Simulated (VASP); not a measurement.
# Cd (Cadmium): accuracy against cost in the PAW data sets and SCF threshold, part 2 of 2

A convergence test on Cd (Cadmium): the PAW data sets and SCF threshold. The series runs use LDA. The atoms of the start are displaced at random from the sites of a P6_3/mmc cell.

VASP 6.6.1, plane waves and PAW; the level of theory is named at each step.

Still holding for the runs below: The k-mesh is coarse for a metal.

So far. Step 7 (SCF threshold: EDIFF = 0.001): Against the run before the energy moves by -0.01 meV an atom and the pressure by +0.78 GPa, after 9 cycles in 27 s. Step 8 (SCF threshold: EDIFF = 1E-04): Against the run before the energy stays within 0.01 meV an atom and the pressure within 0.01 GPa, after 9 cycles in 27 s.

## 9. SCF threshold: EDIFF = 1E-05

Level of this step: LDA; plane waves and PAW (Cd) (VASP).

File INCAR:

```
SYSTEM = Cd
PREC = Accurate
ENCUT = 400
EDIFF = 1E-05
NELM = 100
ISMEAR = -1
SIGMA = 0.05
LREAL = .FALSE.
ALGO = Normal
GGA = CA
NBANDS = 18
LORBIT = 11
LWAVE = .FALSE.
LCHARG = .FALSE.
KPAR = 2
ISIF = 2
```

File POSCAR:

```
Cd
1.0
    2.9788700000      0.0000000000      0.0000000000
   -1.4894350000      2.5797770946      0.0000000000
    0.0000000000      0.0000000000      5.6176500000
Cd
2
Direct
    0.3225440000      0.6628120000      0.2612670000
    0.6454820000      0.3477860000      0.7579970000
```

File KPOINTS:

```
Automatic mesh
0
Gamma
10 10 5
0 0 0
```

The projector-augmented-wave data sets are Cd (PBE family, release 64).

Run with:

```sh
$ mpirun -np 2 vasp_std
```

What it wrote:

```text
[... set-up lines as in an earlier step ...]
 entering main loop
       N       E                     dE             d eps       ncg     rms          rms(c)
[... 8 cycles as in an earlier step ...]
DAV:   9    -0.308083681061E+01   -0.39783E-05   -0.63990E-05  9554   0.838E-02
   1 F= -.30808368E+01 E0= -.30797990E+01  d E =-.207568E-02
```

Run time: 28 s. Hardware: 2 MPI ranks of Intel Xeon Platinum 8259CL at 2.50GHz (Skylake/Cascade Lake), shared host; peak memory 0.4 GiB; 54 s of CPU time.

From OUTCAR (step 9):

```text
  Total       -1.3399305     -1.2952646     -1.2301839      0.0271203     -0.0019730      0.0021094
  in kB      -49.7283961    -48.0707258    -45.6554077      1.0065050     -0.0732247      0.0782871
  external PRESSURE =     -47.8181765 kB  Pullay stress =       0.0000000 kB

 POSITION                                       TOTAL-FORCE (eV/Angst)
 -----------------------------------------------------------------------------------
     -0.02640      1.70991      1.46771        -0.014698      0.011453     -0.021735
      1.40480      0.89721      4.25816         0.014698     -0.011453      0.021735
 -----------------------------------------------------------------------------------
    total drift:                                0.000025      0.000051     -0.000017

  FREE ENERGIE OF THE ION-ELECTRON SYSTEM (eV)
  ---------------------------------------------------
  free  energy   TOTEN  =        -3.0808368106 eV

  energy  without entropy=       -3.0787611300  energy(sigma->0) =       -3.07979897

[... 2 parts as in an earlier step ...]

[... 1 further part left out ...]
[key lines of the parts left out:]
E-fermi :   2.4613
```

Against the run before the energy stays within 0.01 meV an atom; the pressure moves by -0.01 GPa, after 9 cycles in 28 s.

## 10. SCF threshold: EDIFF = 1E-06

INCAR: that of step 9 with these lines changed.

```diff
@@ -3,3 +3,3 @@
 ENCUT = 400
-EDIFF = 1E-05
+EDIFF = 1E-06
 NELM = 100
```

POSCAR is that of step 9.

KPOINTS is that of step 9.

Run with:

```sh
$ mpirun -np 2 vasp_std
```

What it wrote:

```text
[... set-up lines as in an earlier step ...]
 entering main loop
       N       E                     dE             d eps       ncg     rms          rms(c)
[... 11 cycles as in an earlier step ...]
   1 F= -.30808422E+01 E0= -.30798044E+01  d E =-.207552E-02
```

Elapsed: 34 s, on 2 MPI ranks; peak memory 0.4 GiB.

OUTCAR, selected parts (step 10):

```text
[... 6 parts as in an earlier step ...]

[... 1 further part left out ...]
[key lines of the parts left out:]
E-fermi :   2.4607
```

Against the run before the energy stays within 0.01 meV an atom; the pressure moves by +0.07 GPa, after 11 cycles in 34 s.

## 11. SCF threshold: EDIFF = 1E-08

INCAR: that of step 10 with these lines changed.

```diff
@@ -3,3 +3,3 @@
 ENCUT = 400
-EDIFF = 1E-06
+EDIFF = 1E-08
 NELM = 100
```

POSCAR is that of step 10.

KPOINTS is that of step 10.

Run with:

```sh
$ mpirun -np 2 vasp_std
```

What it wrote:

```text
[... set-up lines as in an earlier step ...]
 entering main loop
       N       E                     dE             d eps       ncg     rms          rms(c)
[... 9 cycles as in an earlier step ...]
DAV:  10    -0.308084230369E+01   -0.54931E-05   -0.89073E-06  9518   0.305E-02    0.543E-03
DAV:  11    -0.308084216876E+01    0.13493E-06   -0.58557E-07  9676   0.801E-03    0.151E-03
DAV:  12    -0.308084216438E+01    0.43774E-08   -0.17414E-08  7674   0.102E-03
   1 F= -.30808422E+01 E0= -.30798044E+01  d E =-.207554E-02
```

It took 36 s on 2 MPI ranks; peak memory 0.4 GiB.

From OUTCAR (step 11):

```text
  Total       -1.3258981     -1.2813531     -1.2026473      0.0270630     -0.0019671      0.0021046
  in kB      -49.2076140    -47.5544323    -44.6334496      1.0043819     -0.0730037      0.0781072
  external PRESSURE =     -47.1318320 kB  Pullay stress =       0.0000000 kB

 POSITION                                       TOTAL-FORCE (eV/Angst)
 -----------------------------------------------------------------------------------
     -0.02640      1.70991      1.46771        -0.014756      0.011499     -0.021757
      1.40480      0.89721      4.25816         0.014756     -0.011499      0.021757
 -----------------------------------------------------------------------------------
    total drift:                                0.000026      0.000052     -0.000018

  FREE ENERGIE OF THE ION-ELECTRON SYSTEM (eV)
  ---------------------------------------------------
  free  energy   TOTEN  =        -3.0808421644 eV

  energy  without entropy=       -3.0787666214  energy(sigma->0) =       -3.07980439

[... 2 parts as in an earlier step ...]

[... 1 further part left out ...]
[key lines of the parts left out:]
E-fermi :   2.4607
```

Against the run before the energy stays within 0.01 meV an atom and the pressure within 0.01 GPa, after 12 cycles in 36 s.

## 12. The SCF threshold series as a table

This step: convergence of LDA results with the threshold; plane waves and PAW (VASP 6.6.1).

No new run; the numbers come from the runs before.

Differences are taken from the run with EDIFF = 1E-08. Results of the series, by row:

| setting | status | energy less the reference (meV/atom) | pressure (GPa) | largest force difference (meV/Å) | SCF cycles | wall time (s) |
| --- | --- | --- | --- | --- | --- | --- |
| EDIFF = 0.01 | converged | 0.00903 | -5.545 | 1.634 | 8 | 24 |
| EDIFF = 0.001 | converged | 0.00278 | -4.77 | 0.297 | 9 | 27 |
| EDIFF = 1E-04 | converged | 0.002775 | -4.769 | 0.286 | 9 | 27 |
| EDIFF = 1E-05 | converged | 0.00271 | -4.782 | 0.058 | 9 | 28 |
| EDIFF = 1E-06 | converged | -1.00e-5 | -4.715 | 0.076 | 11 | 34 |
| EDIFF = 1E-08 | converged | 0 | -4.713 | 0 | 12 | 36 |

## 13. What came out

| Quantity | Value |
| --- | --- |
| spread of the pressure over the PAW data sets | 2.30 GPa |
| SCF threshold from which the energy stays within 10 meV/atom of the reference | EDIFF = 0.01 |
| SCF threshold from which the energy stays within 1 meV/atom of the reference | EDIFF = 0.01 |
| SCF threshold from which the pressure stays within 0.2 GPa of the reference | EDIFF = 0.001 |
| spread of the pressure over the SCF threshold | 0.831 GPa |
| spread of the energy over the SCF threshold | 0.00904 meV/atom |

In words: The choice of data set moves the pressure between -7.02 GPa (gw 64: Cd_sv_GW) and -4.72 GPa (minimal 64: Cd); the cutoffs differ too (400 and 480 eV). From EDIFF = 0.01 on, the energy stays within 1 meV an atom of the reference, at 67 % of its time. The pressure holds within 0.2 GPa from EDIFF = 0.001 on. The loosest stop saves 4 of 12 cycles and costs +0.0 meV an atom, -0.83 GPa, 1.6 meV/Å in forces. Data sets differ in their zero of energy, so energies are not compared.

[Lines on the potential files, build, host, timing and source positions are cut from VASP's logs without a mark.]

[Logs are printed without paths, hosts, clocks, repeated set-up lines and the standing remarks that a program may print on its own settings, such as how far it seeks lower states.]

[Hosts, paths, dates, database ids (printed as entryN), source tags and the programs' standing remarks are cut or masked in the printed files.]

[A measured line is paired with the nearest computed mode of its activity, which favours agreement.]
